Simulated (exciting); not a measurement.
# As (R-3m) in exciting: single point with LDA

Aim: the single point of As with LDA.

All numbers are computed with exciting (release sodium); they aren't measurements. Logs are shortened: lines on timing, memory, paths and dates and some standing lists are left out, and cuts for length are marked.

## 1. Starting point

It takes space group R-3m (No. 166, trigonal). The conventional cell has a = 3.762 Å, b = 3.762 Å, c = 10.542 Å, α = 90.00°, β = 90.00°, γ = 120.00°. As (site symmetry 3m) is surrounded by 3 As at 2.51 Å.

## 2. Single point, LDA

Input file input.xml:

```xml
<input>
  <title>As</title>
  <structure speciespath="./" tshift="false">
    <crystal scale="1">
      <basevect>3.554191034589 2.052013150466 6.640614754561</basevect>
      <basevect>-3.554191034589 2.052013150466 6.640614754561</basevect>
      <basevect>0.000000000000 -4.104026301121 6.640614754561</basevect>
    </crystal>
    <species speciesfile="As.xml" rmt="2">
      <atom coord="0.226000000000 0.226000000000 0.226000000000"/>
      <atom coord="0.774000000000 0.774000000000 0.774000000000"/>
    </species>
  </structure>
  <groundstate do="fromscratch" ngridk="6 6 6" rgkmax="8" gmaxvr="14" lmaxapw="10" lmaxmat="10" lmaxvr="8" xctype="LDA_PW" stype="Gaussian" swidth="0.00099223" nempty="10" ValenceRelativity="iora*" epsengy="1e-05" epspot="1e-05" maxscl="60" tforce="true" outputlevel="normal"/>
  <properties>
    <chargedensityplot>
      <plot3d>
        <box grid="21 21 21">
          <origin coord="0 0 0"/>
          <point coord="1 0 0"/>
          <point coord="0 1 0"/>
          <point coord="0 0 1"/>
        </box>
      </plot3d>
    </chargedensityplot>
    <elfplot>
      <plot3d>
        <box grid="21 21 21">
          <origin coord="0 0 0"/>
          <point coord="1 0 0"/>
          <point coord="0 1 0"/>
          <point coord="0 0 1"/>
        </box>
      </plot3d>
    </elfplot>
    <exccplot>
      <plot3d>
        <box grid="21 21 21">
          <origin coord="0 0 0"/>
          <point coord="1 0 0"/>
          <point coord="0 1 0"/>
          <point coord="0 0 1"/>
        </box>
      </plot3d>
    </exccplot>
  </properties>
</input>
```

Potentials or basis: all-electron LAPW+lo, shipped species files, valence relativity iora*.

On the command line:

```
> OMP_NUM_THREADS=1 exciting_smp
```

INFO.OUT:

```text
================================================================================
EXCITING SODIUM started
[... 10 lines left out ...]

 Lattice vectors (cartesian) :
      3.5541910346      2.0520131505      6.6406147546
     -3.5541910346      2.0520131505      6.6406147546
      0.0000000000     -4.1040263011      6.6406147546

 Reciprocal lattice vectors (cartesian) :
      0.8839121541      0.5103269201      0.3153917491
     -0.8839121541      0.5103269201      0.3153917491
     -0.0000000000     -1.0206538403      0.3153917491

 Unit cell volume                           :     290.5898515602
 Brillouin zone volume                      :       0.8536093470

 Species :    1 (As)
     parameters loaded from                 :    As.xml
     name                                   :    arsenic
     nuclear charge                         :     -33.00000000
     electronic charge                      :      33.00000000
     atomic mass                            :  136573.72190000
     muffin-tin radius                      :       2.00000000
     # of radial points in muffin-tin       :     350

     atomic positions (lattice) :
       1 :   0.22600000  0.22600000  0.22600000
       2 :   0.77400000  0.77400000  0.77400000

 Total number of atoms per unit cell        :       2

 Spin treatment                             :    spin-unpolarised

 Number of Bravais lattice symmetries       :      12
 Number of crystal symmetries               :      12

 k-point grid                               :       6    6    6
 Total number of k-points                   :      32
 k-point set is reduced with crystal symmetries

 R^MT_min * |G+k|_max (rgkmax)              :       8.00000000
 Species with R^MT_min                      :       1 (As)
 Maximum |G+k| for APW functions            :       4.00000000
 Maximum |G| for potential and density      :      14.00000000

 G-vector grid sizes                        :      36    36    36
 Total number of G-vectors                  :   13481

 Maximum angular momentum used for
     APW functions                          :      10
     computing H and O matrix elements      :      10
     potential and density                  :       8
     inner part of muffin-tin               :       2

 Total nuclear charge                       :     -66.00000000
 Total electronic charge                    :      66.00000000
 Total core charge                          :      36.00000000
 Total valence charge                       :      30.00000000

 Number of empty states                     :      10
 Total number of valence states             :      26

 Maximum Hamiltonian size                   :     351
 Maximum number of plane-waves              :     323
 Total number of local-orbitals             :      28

 Exchange-correlation type                  :       3
     Perdew-Wang, Phys. Rev. B 45, 13244 (1992)

 Smearing scheme                            :    Gaussian
 Smearing width                             :       0.00099223

 Using multisecant Broyden potential mixing
[... 16 lines left out ...]
+ SCF iteration number :    1                                                  +
++++++++++++++++++++++++++++++++++++++++++++++++++++++++++++++++++++++++++++++++
 Total energy                               :     -4515.32964708
 _______________________________________________________________
 Fermi energy                               :         0.24549537
 Kinetic energy                             :      4616.27580898
 Coulomb energy                             :     -8970.06694299
 Exchange energy                            :      -155.58815677
 Correlation energy                         :        -5.95035629

 DOS at Fermi energy (states/Ha/cell)       :        31.58931473

 Electron charges :
     core                                   :        36.00000000
     core leakage                           :         0.00332597
     valence                                :        30.00000000
     interstitial                           :         5.38327877
     charge in muffin-tin spheres :
                  atom     1    As          :        30.30836061
                  atom     2    As          :        30.30836061
     total charge in muffin-tins            :        60.61672123
     total charge                           :        66.00000000

++++++++++++++++++++++++++++++++++++++++++++++++++++++++++++++++++++++++++++++++
+ SCF iteration number :    2                                                  +
++++++++++++++++++++++++++++++++++++++++++++++++++++++++++++++++++++++++++++++++
 Total energy                               :     -4515.74755968
 _______________________________________________________________
 Fermi energy                               :         0.24549585
 Kinetic energy                             :      4616.13493506
 Coulomb energy                             :     -8970.33046138
 Exchange energy                            :      -155.60149048
 Correlation energy                         :        -5.95054288

 DOS at Fermi energy (states/Ha/cell)       :        31.58931473

 Electron charges :
     core                                   :        36.00000000
     core leakage                           :         0.00331558
     valence                                :        30.00000000
     interstitial                           :         5.38625233
     charge in muffin-tin spheres :
                  atom     1    As          :        30.30687384
                  atom     2    As          :        30.30687384
     total charge in muffin-tins            :        60.61374767
     total charge                           :        66.00000000
[... 267 lines left out ...]
++++++++++++++++++++++++++++++++++++++++++++++++++++++++++++++++++++++++++++++++
+ SCF iteration number :   12                                                  +
++++++++++++++++++++++++++++++++++++++++++++++++++++++++++++++++++++++++++++++++
 Total energy                               :     -4516.13788703
 _______________________________________________________________
 Fermi energy                               :         0.24501958
 Kinetic energy                             :      4615.92057243
 Coulomb energy                             :     -8970.49822782
 Exchange energy                            :      -155.60967003
 Correlation energy                         :        -5.95056159

 DOS at Fermi energy (states/Ha/cell)       :        31.58931473

 Electron charges :
     core                                   :        36.00000000
     core leakage                           :         0.00329991
     valence                                :        30.00000000
     interstitial                           :         5.39532266
     charge in muffin-tin spheres :
                  atom     1    As          :        30.30233867
                  atom     2    As          :        30.30233867
     total charge in muffin-tins            :        60.60467734
     total charge                           :        66.00000000

 RMS change in effective potential (target) :  0.224109E-08  ( 0.100000E-04)
 Absolute change in total energy   (target) :  0.447626E-06  ( 0.100000E-04)
 Charge distance                   (target) :  0.471709E-09  ( 0.100000E-04)
 Abs. change in max-nonIBS-force   (target) :  0.625293E-08  ( 0.500000E-04)

++++++++++++++++++++++++++++++++++++++++++++++++++++++++++++++++++++++++++++++++
| Convergency criteria checked for the last 2 iterations                       +
| Convergence targets achieved. Performing final SCF iteration                 +
++++++++++++++++++++++++++++++++++++++++++++++++++++++++++++++++++++++++++++++++
 Total energy                               :     -4516.13788671
 _______________________________________________________________
 Fermi energy                               :         0.24501958
 Kinetic energy                             :      4615.92057258
 Coulomb energy                             :     -8970.49822767
 Exchange energy                            :      -155.60967002
 Correlation energy                         :        -5.95056159

 DOS at Fermi energy (states/Ha/cell)       :        31.58931473

 Electron charges :
     core                                   :        36.00000000
     core leakage                           :         0.00329991
     valence                                :        30.00000000
     interstitial                           :         5.39532266
     charge in muffin-tin spheres :
                  atom     1    As          :        30.30233867
                  atom     2    As          :        30.30233867
     total charge in muffin-tins            :        60.60467734
     total charge                           :        66.00000000

++++++++++++++++++++++++++++++++++++++++++++++++++++++++++++++++++++++++++++++++
+ Self-consistent loop stopped                                                 +
++++++++++++++++++++++++++++++++++++++++++++++++++++++++++++++++++++++++++++++++
 STATE.OUT is written

--------------------------------------------------------------------------------
- Writing atomic positions and forces                                          -
--------------------------------------------------------------------------------

 Atomic positions (lattice) :
 atom     1  As  :     0.22600000    0.22600000    0.22600000
 atom     2  As  :     0.77400000    0.77400000    0.77400000

 Total atomic forces including IBS (cartesian) :
 atom     1  As  :     0.00000000   -0.00000000    0.00350352
 atom     2  As  :    -0.00000000    0.00000000   -0.00350352

 Atomic force components including IBS (cartesian) :
 atom     1  As  :     0.00000000   -0.00000000    0.65698750   HF force
                 :    -0.00000000    0.00000000   -0.57681770   core correction
                 :    -0.00000000    0.00000000   -0.07666627   IBS correction
 atom     2  As  :    -0.00000000    0.00000000   -0.65698750   HF force
                 :     0.00000000   -0.00000000    0.57681770   core correction
                 :     0.00000000   -0.00000000    0.07666627   IBS correction

********************************************************************************
[... 7 lines left out ...]
| EXCITING SODIUM stopped                                                      =
================================================================================
```

Run time: 59 s. Hardware: 1 thread of Intel Xeon Platinum 8488C (Sapphire Rapids), shared host; peak memory 0.14 GiB.

Results:

```yaml
Free_energy: -122890.3728 eV
Largest_force: 0.180 eV/Å
Band_gap_on_the_k_mesh: none (metal or under the smearing width)
All_electrons_inside_the_program's_atomic_spheres: As 30.30 (radii As 2.0 bohr)
```

Forces in eV/Å, atoms in the order of the input:
```
As   0.000  0.000  0.180
As   0.000  0.000 -0.180
```

Caveat: rgkmax is low for these elements, so energy differences scatter by about 1 meV per atom.

## 3. For comparison

An earlier run on the cell as given: functional PBEsol; potentials or basis all-electron LAPW+lo, shipped species files, valence relativity iora*; rgkmax 9; k mesh 9 × 9 × 9; occupations fermi-dirac, width 0.05 eV; no spin polarisation.

* Largest force: 0.396 eV/Å
* Band gap on the k mesh: none (metal or under the smearing width)
* All electrons inside the program's atomic spheres: As 30.28 (radii As 2.0 bohr)
